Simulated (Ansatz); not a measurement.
# Ge (I4_1/amd) in Ansatz: band structure with PBEsol

Aim: the band structure of Ge with PBEsol.

All numbers are computed with Ansatz 0.2.0; they aren't measurements. Logs are shortened: lines on timing, memory, paths and dates and some standing lists are left out, and cuts for length are marked.

## 1. The crystal as given

Symmetry: I4_1/amd, No. 141, tetragonal system. The conventional cell has a = 5.149 Å, b = 5.149 Å, c = 2.795 Å, α = 90.00°, β = 90.00°, γ = 90.00°. Around Ge (site symmetry -4m2) lie 6 Ge at 2.67 to 2.79 Å.

This isn't the form of Ge at room conditions, which is diamond.

## 2. Band structure, PBEsol

input.yaml reads:

```yaml
crystal:
  lattice:
    - [-2.574489719, 2.574489719, 1.3974126432]
    - [2.574489719, -2.574489719, 1.3974126432]
    - [2.574489719, 2.574489719, -1.3974126432]
  atoms:
    - { symbol: Ge, position: [0.5, 0.5, 0.0] }
    - { symbol: Ge, position: [0.25, 0.75, 0.5] }
hamiltonian:
  xc: pbesol
  pseudopotentials: { kind: paw }
kpoints:
  mp_grid: { grid: [11, 11, 11] }
  band_path:
    path:
      - [[0.0, 0.0, 0.0], [0.0, 0.0, 0.5], [-0.5, 0.5, 0.5], [0.0, 0.0, 0.0], [0.323655812, 0.323655812, -0.323655812], [0.25, 0.25, 0.25], [0.0, 0.5, 0.0], [-0.323655812, 0.676344188, 0.323655812], [-0.5, 0.5, 0.5]]
      - [[0.0, 0.0, 0.5], [0.25, 0.25, 0.25]]
    npoints: 14
scf:
  occupations: { method: fermi_dirac, width: 0.05 }
  n_extra_bands: 6
output:
  forces: true
  stress: true
  eigenvalues: true
  fatbands: true
```

Potentials or basis: Ansatz PAW.

Run with:

```console
ansatz run input.yaml --threads 2 --pin off --max-ram 5632MiB --backend cpu --events-out ev --progress --plain --runs-dir out
```

What it wrote:

```text
Warning: RAYON_NUM_THREADS=2 ignored (pool sized by the plan → 2); use --threads N
scf.n_extra_bands = 6 over 14 filled bands (N_el = 28.0): the run solves 20 bands
Engine: ansatz 0.2.0, aarch64-unknown-linux-gnu
Pseudopotentials: kind: paw
Pseudopotential: Ge, paw, valence charge 14, recommended cutoff 420 eV (normal), Ge.paw.azcp
Functional definition: PBEsol
  exchange = pbesol_x
  correlation = pbesol_c
Crystal: 2 atoms, lattice volume = 37.048 Å³
Basis set: ecut = 420 eV, 733 PW (Γ), exchange–correlation on 54×54×54 points (8 copies of the dense FFT grid, shifted against one another)
Bands: 20, of which v1, the nominal top of the filled ones, is band 14 counted from 1 (13 counted from 0)
Symmetry: 16 space group operations
Space group: I41/amd (ITA 141), of the structure as read, at distance tolerance 3.3e-5 Å
k-points: 126 of 1331
Non-local potential: Ge, projectors of the file, l = 0: 2, l = 1: 2, l = 2: 3, l = 3: 1
PAW form: soft (Blöchl's): semilocal exchange-correlation on the pseudo side does not see the compensation charge
PAW frozen core: Ge, regenerated for the run's functional, and the local potential with it (the file was generated under x = pbe(κ = 0.804, μ = 0.2195149727645171), c = pbe(β = 0.06672455060314922))
PAW one-centre angular grid: Ge, 590 points (default); XC on 64 Gauss nodes
Initial density: superposition of atomic densities (neutral atoms: chi_scale 0, normalization atom), corrected by the library's trained network
Initial wavefunctions: pseudopotential atomic-orbital guess
Functional: x = pbesol(κ = 0.804, μ = 0.12345679012345678), c = pbesol(β = 0.046)
SCF iter   1: F=—  HF=-8506.668835 eV  |F-HF|=—  |Δ(HF+E_count)|=         —  Δρ=2.32e-3  dr2=1.23e-3  ethr=1.77e-3  ⟨swp⟩=5.7  Hψ=11492  notcnv=0  defer=39
preconditioner: auto → Kerker (q_TF=auto, 2.604 Å⁻¹)  [metal: Δε(μ)=0.010 eV  Ē_g=25.457 eV  σ=0.050 eV  W_gap=0.05  n_scr=16 (ndim 8)  ℏωp=32.3 eV  f_vac=0.000  D(μ)=1.03/eV (n_scr^D=4)]
SCF iter   2: F=—  HF=-8506.667699 eV  |F-HF|=—  |Δ(HF+E_count)|=   1.14e-3  Δρ=1.20e-3  dr2=3.90e-4  ethr=4.39e-6  ⟨swp⟩=2.0  Hψ=5069  notcnv=0  defer=56
SCF iter   3: F=—  HF=-8506.667698 eV  |F-HF|=—  |Δ(HF+E_count)|=   8.03e-7  Δρ=6.22e-4  dr2=1.20e-4  ethr=1.39e-6  ⟨swp⟩=1.0  Hψ=2373  notcnv=0  defer=56
SCF iter   4: F=—  HF=-8506.667690 eV  |F-HF|=—  |Δ(HF+E_count)|=   8.08e-6  Δρ=7.94e-5  dr2=2.01e-6  ethr=4.29e-7  ⟨swp⟩=2.1  Hψ=2756  notcnv=0  defer=56
SCF iter   5: F=—  HF=-8506.667688 eV  |F-HF|=—  |Δ(HF+E_count)|=   1.85e-6  Δρ=1.19e-5  dr2=4.41e-8  ethr=7.16e-9  ⟨swp⟩=3.0  Hψ=4138  notcnv=0  defer=56
SCF iter   6: F=-8506.667688 eV  HF=-8506.667688 eV  |F-HF|=5.57e-10  |Δ(HF+E_count)|=   3.69e-9  Δρ=3.08e-6  dr2=2.81e-9  ethr=1.58e-10  ⟨swp⟩=5.8  Hψ=9831  notcnv=0
SCF 1 converged in 6 iterations: F = -8506.667688 eV  dr2 = 2.81e-9
NSCF: frozen V_eff on 128 k-points
SCF converged after 6 iterations
Free energy (F): -8506.667688 eV
Harris-Foulkes:  -8506.667688 eV  (|F-HF|=5.57e-10)
Internal energy: -8506.659651 eV  (E = F + TS)
E sigma→0 (E₀):  -8506.663670 eV
Entropy (-TS):   -0.008037 eV (-4.019 meV/atom)
Fermi energy:    11.066048 eV
--- Per-component energies (eV) ---
  E_band       = -225.370638
  E_kinetic    = 222.221741
  E_local      = -4292.195535  (includes V_loc(G=0)·N_el)
  E_nonlocal   = 836.171249
  E_hartree    = 1878.523839
  E_xc         = -150.483250
  E_vxc        = -130.042339  (∫ρ·V_xc dr)
  E_paw        = -3953.931408  (= ΣΔE_a)
  E_vpaw       = -618.576516  (= ΣTr[D̂ρ^β])
  E_aug_tail   = 0.000591  (compensation charges beyond the density's cutoff)
  E_ewald      = -3048.802751
  E_core_change = 1.835872  (= ΣΔE_core)
  E_smearing   = -0.008037  (= −TS)
  E_closure    = 0.000000  (closes the sum)
  Σ components = -8506.667688   (vs F -8506.667688, Δ=0.00e0)
--- Forces (eV/Å), atoms counted from 1 ---
  atom   1  Ge     0.00000000    -0.00000000     0.00000000
  atom   2  Ge     0.00000000    -0.00000000     0.00000000
  max |Σ_I F_I| component: 2.78e-17 eV/Å
--- Stress (GPa, compression-positive) ---
       -0.514826       0.000000       0.000000
        0.000000      -0.514826       0.000000
        0.000000       0.000000      -0.791033
  P = ⅓ Tr σ = -0.6069 GPa (-6.069 kbar)
--- Band table (eV; the first three rows and the last of 126) ---
  k-point 0: bands = ["-13.6743", "-13.6302", "-13.5992", "-13.5979", "-13.4922", "-13.4922", "-13.4858", "-13.4858", "-13.4238", "-13.3569", "-2.2674", "6.9772", "8.7064", "8.7064", "14.2772", "18.6337", "18.6337", "19.1917", "19.4005", "22.5410"]
  k-point 1: bands = ["-13.6699", "-13.6310", "-13.6006", "-13.5952", "-13.4942", "-13.4900", "-13.4846", "-13.4842", "-13.4264", "-13.3616", "-2.1761", "6.1644", "8.8067", "9.3042", "14.7525", "17.6453", "18.1350", "19.3088", "19.4711", "23.1822"]
  k-point 2: bands = ["-13.6570", "-13.6330", "-13.6074", "-13.5836", "-13.5003", "-13.4842", "-13.4818", "-13.4794", "-13.4342", "-13.3746", "-1.9021", "4.8019", "9.1062", "10.1191", "16.0786", "16.1955", "17.0287", "19.0875", "19.3476", "23.1920"]
  k-point 125: bands = ["-13.6362", "-13.6357", "-13.5199", "-13.5085", "-13.4981", "-13.4944", "-13.4892", "-13.4821", "-13.4821", "-13.4797", "1.8780", "2.2126", "5.1656", "5.5031", "17.2251", "17.2340", "21.5441", "21.9267", "26.2085", "26.2404"]
```

bands.tsv:

```text
# k_distance	band_0	band_1	band_2	band_3	band_4	band_5	band_6	band_7	band_8	band_9	band_10	band_11	band_12	band_13	band_14	band_15	band_16	band_17	band_18	band_19
# fermi_ev = 11.066048
[... 143 lines left out ...]
8.386257	-24.680950	-24.680950	-24.639463	-24.639463	-24.564968	-24.564968	-24.508781	-24.508781	-24.497425	-24.497425	-7.403955	-7.403955	-3.675573	-3.675573	3.917120	3.917120	4.548417	4.548417	8.589904	8.589904
8.466548	-24.682789	-24.682789	-24.640376	-24.640376	-24.564727	-24.564727	-24.508172	-24.508172	-24.493422	-24.493422	-7.045429	-7.045429	-4.168587	-4.168587	4.136892	4.136892	4.779052	4.779052	8.209077	8.209077
8.546839	-24.683413	-24.683413	-24.640712	-24.640712	-24.564645	-24.564645	-24.508026	-24.508026	-24.491975	-24.491975	-6.893852	-6.893852	-4.365273	-4.365273	4.219516	4.219516	4.867132	4.867132	8.069209	8.069209
```

Run time: 4.8 s. Hardware: 2 threads of Arm Neoverse V1, shared host; peak memory 0.35 GiB.

What came out:

| Quantity | Value |
| --- | --- |
| Free energy | -8506.6677 eV |
| Pressure | -0.6 GPa |
| Band gap on the k mesh | none (metal or under the smearing width) |

Stress tensor (GPa, compression positive):
```
-0.51  0.00  0.00
 0.00 -0.51  0.00
 0.00  0.00 -0.79
```

Levels at the corners of the path, in eV from the Fermi level:
```tsv
point	band 10	band 11	band 12	band 13	band 14	band 15	band 16	band 17	band 18	band 19
Γ	-24.42	-13.33	-4.09	-2.36	-2.36	3.21	7.57	7.57	8.13	8.33
X	-24.51	-10.59	-10.59	0.59	0.59	1.88	1.88	7.51	7.51	11.34
M	-24.55	-8.90	-8.90	-5.95	-5.95	6.13	6.13	10.99	10.99	15.32
Γ	-24.42	-13.33	-4.09	-2.36	-2.36	3.21	7.57	7.57	8.13	8.33
Z	-24.48	-7.44	-6.48	-3.84	-3.63	-3.63	3.78	6.60	6.60	10.78
P	-24.49	-6.89	-6.89	-4.37	-4.37	4.22	4.22	4.87	4.87	8.07
N	-24.47	-8.06	-6.41	-2.66	-2.03	-1.37	2.43	3.54	5.48	8.75
Z1	-24.48	-7.44	-6.48	-3.84	-3.63	-3.63	3.78	6.60	6.60	10.78
M	-24.55	-8.90	-8.90	-5.95	-5.95	6.13	6.13	10.99	10.99	15.32
X	-24.51	-10.59	-10.59	0.59	0.59	1.88	1.88	7.51	7.51	11.34
P	-24.49	-6.89	-6.89	-4.37	-4.37	4.22	4.22	4.87	4.87	8.07
```

Caveat: the PAW data sets come from PBE, with cores solved anew for the run's functional, which leaves a small shift of forces and pressure.

## 3. The reference run

An earlier run on the cell as given: functional PBEsol; potentials or basis Ansatz PAW; cutoff 420 eV (not typed: the program's choice for these potentials); k mesh 11 × 11 × 11; occupations fermi-dirac, width 0.05 eV; no spin polarisation.

- Pressure: -0.6 GPa
- Band gap on the k mesh: none (metal or under the smearing width)
